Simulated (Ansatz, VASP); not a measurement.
## Sb in VASP and in Ansatz

```
Sb
1.0
     4.43527    0.00000    0.00000
     0.00000    4.33085    0.00000
    -1.29356    0.00000    6.23443
Sb
4
Cartesian
  0.6233 1.0827 4.2623
  3.1676 3.2481 4.7554
  -0.0259 1.0827 1.4791
  2.5184 3.2481 1.9721
```

Change from the starting cell: volume scaled by 0.94.

Alike in both runs: task single point; functional PBEsol; k mesh 6 × 6 × 4; occupations fermi-dirac, width 0.05 eV; no spin polarisation.

|  | VASP | Ansatz |
| --- | --- | --- |
| version | VASP 6.6.1 | Ansatz 0.2.0 |
| potentials or method | VASP PAW PBE potentials, release 64 (Sb), cutoff 520 eV | all-electron LAPW, scalar-relativistic |

|  | VASP | Ansatz | Ansatz less VASP |
| --- | --- | --- | --- |
| gap on the k mesh at the Fermi level (eV) | none | none | - |
| pressure (GPa) | 1.0 | 0.8 | -0.19 |
| largest component of the traceless stress (GPa) | 0.52 | 0.49 | -0.032 |
| rms of the force components (eV/Å) | 0.225 | 0.192 | -0.0332 |

Atom by atom the forces differ by 0.036 eV/Å (rms over components). A gap of «none» marks a metal or a gap that the smearing closes. Ansatz ran all-electron here, so the differences hold the error of VASP's frozen core and of both bases.

Caveats: the PAW data sets were made with another functional, which shifts forces and pressure a little (VASP). The runs have no spin-orbit coupling, so splittings on Sb are missing.
